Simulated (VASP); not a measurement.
Runs of VASP 6.6.1 on TiSe2. Symmetry: P-3m1, No. 164, trigonal system. Conventional cell: a = 3.536 Å, b = 3.536 Å, c = 6.004 Å, α = 90.00°, β = 90.00°, γ = 120.00°. Ti (site symmetry -3m) has 6 Se at 2.55 Å as nearest neighbours. Se (site symmetry 3m) has 3 Ti at 2.55 Å as nearest neighbours. 

```csv
task,level,potentials or basis,spin,k mesh,cutoff (eV),mesh quality,pressure (GPa),largest force (eV/Å)
band structure,PBE,"VASP PAW PBE potentials, release 64 (Ti_sv, Se)","non-collinear, zero start, SOC",8 × 8 × 4,520,not flagged,1.5,0.09
single point,PBE,"VASP PAW PBE potentials, release 64 (Ti_sv, Se)",off,3 × 3 × 3,520,coarse,(c),0.15
band structure,PBE,"VASP PAW PBE potentials, release 64 (Ti_sv_GW, Se_GW)",off,8 × 8 × 4,450,not flagged,1.3,0.09
band structure,LDA,"VASP PAW LDA potentials, release 64 (Ti_sv, Se)",off,8 × 8 × 4,520,not flagged,(b),0.24
band structure,PBE,"VASP PAW PBE potentials, release 64 (Ti_sv, Se)",off,8 × 8 × 4,520,not flagged,(a),0.09
band structure,PBE,"VASP PAW PBE potentials, release 64 (Ti, Se)",off,4 × 4 × 2,250,coarse,0.8,0.18
```

Alike in all rows: cell as given; smearing gaussian 0.02 eV.

Estimate the missing entries.

(a) 1.4; (b) -4.7; (c) 1.7.

Caveats: some runs use coarse meshes; this functional lacks dispersion, which binds the layers, so the pressure and a relaxed spacing across them are unreliable (some runs); the cutoff is under 1.25 times the usual one of these potentials, so pressure, stress and relaxed cells hold a basis-set (Pulay) error (some runs).

The runs don't all hold the same shells in valence.
